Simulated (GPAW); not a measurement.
Input of a GPAW 26.7.0 run:

Contents of run.py:

```python
from ase import Atoms
from ase.dft.bandgap import bandgap
from ase.io import write
from gpaw import GPAW, PW
from gpaw.response.df import DielectricFunction

atoms = Atoms(['Mo'],
              cell=[[2.8055238825, -0.0179304844, -0.0480363204],
                    [-1.4182901974, 2.3019917101, 0.0144546008],
                    [-0.0448696773, -0.0103150715, 2.5203012509]],
              scaled_positions=[[0.0, 0.0, 0.5]],
              pbc=True)

calc = GPAW(mode=PW(400),
            xc='PBE',
            kpts={'size': (9, 9, 8), 'gamma': True},
            occupations={'name': 'fermi-dirac', 'width': 0.05},
            nbands=16,
            convergence={'density': 1e-06},
            maxiter=150,
            txt='gpaw.txt')
atoms.calc = calc
energy = atoms.get_potential_energy()
calc.write('gs.gpw')
write('result.traj', atoms)
print(f'Energy: {energy:.6f} eV')
print('Fermi level:', round(calc.get_fermi_level(), 4), 'eV')
print(f'Gap: {bandgap(calc)[0]:.4f} eV, direct: {bandgap(calc, direct=True)[0]:.4f} eV')

dense = calc.fixed_density(kpts={'size': (15, 16, 14), 'gamma': True},
                           nbands=23, convergence={'bands': 17, 'eigenstates': 1e-7},
                           update_fermi_level=True, txt='dense.txt')
dense.write('dense.gpw', mode='all')

df = DielectricFunction('dense.gpw', frequencies={'type': 'nonlinear', 'domega0': 0.05, 'omega2': 10},
                        eta=0.1, ecut=50, nbands=17, rate='eta', txt='df.txt')
for direction in ['x', 'y', 'z']:
    df.get_dielectric_function(xc='RPA', direction=direction, filename=f'df_{direction}.csv')
```

Potentials or basis: GPAW PAW data sets (gpaw-data 1.2.1), pw.

Launch:

```console
$ OMP_NUM_THREADS=1 python run.py
```

(1) Predict the band gap on the k mesh.

Results:

(1) none (metal or under the smearing width).

Caveat: the intraband term hangs on this k mesh; the long-wavelength limit can be off by several per cent where d states take part; independent-particle spectra lack excitons.
